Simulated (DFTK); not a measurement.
## GaN: single point with PBE

**Measured values to compare with.**

“Studying electronic properties in GaN without electrical contacts using γ-γ vs e−-γ Perturbed Angular Correlations”, 2019, pmc:6823545 quotes, for a bulk crystal of GaN: band gap 3.503 ± 0.005 eV (direct).

GaN:

```
Ga N
1.0
     3.18000    0.00000    0.00000
    -1.59000    2.75396    0.00000
     0.00000    0.00000    5.16600
Ga N
2 2
Direct
  0.66667 0.33333 0.50000
  0.33333 0.66667 0.00000
  0.66667 0.33333 0.87500
  0.33333 0.66667 0.37500
```

```
Program                      : DFTK 0.8.2
Task                         : single point
Functional                   : PBE
Potentials or basis          : SG15 1.2 (PBE)
Cutoff                       : 1225 eV
k mesh                       : 9 × 9 × 4
Occupations                  : fermi-dirac, width 0.05 eV
Spin                         : no spin polarisation
Valence electrons            : Ga 13, N 5
SCF tolerance on the density : 1e-06
```

```yaml
Pressure: 7.6 GPa
Largest_force: 0.138 eV/Å
Band_gap_on_the_k_mesh: 2.03 eV, direct
```

Forces on the atoms (eV/Å):
```
Ga   0.000  0.000 -0.138
Ga   0.000  0.000 -0.138
N    0.000  0.000  0.137
N    0.000  0.000  0.137
```

Stress tensor (GPa, compression positive):
```
6.85 0.00 0.00
0.00 6.85 0.00
0.00 0.00 9.01
```

Levels at points of the mesh, in eV from the valence-band top:
```
            k point  band 16  band 17  band 18  band 19  band 20  band 21
 (0.00, 0.00, 0.00)    -0.06     0.00     0.00     2.03     4.35     9.27
(0.00, 0.00, -0.50)    -0.54    -0.54    -0.54     4.34     4.34     8.58
```

Wall time 5.6 min on 1 thread of Intel(R) Xeon(R) Platinum 8375C CPU @ 2.90GHz (Ice Lake), on a shared host, peak memory 2.3 GiB.

A measured gap of GaN is 3.503 eV (direct; quoted in “Studying electronic properties in GaN without electrical contacts using γ-γ vs e−-γ Perturbed Angular Correlations”, 2019, pmc:6823545); the calculated 2.03 eV misses it by -1.47 eV. Spin-orbit coupling on Ga is left out. The value is that of PBE, without temperature or zero-point motion. Semilocal functionals fall short of measured gaps as a rule.
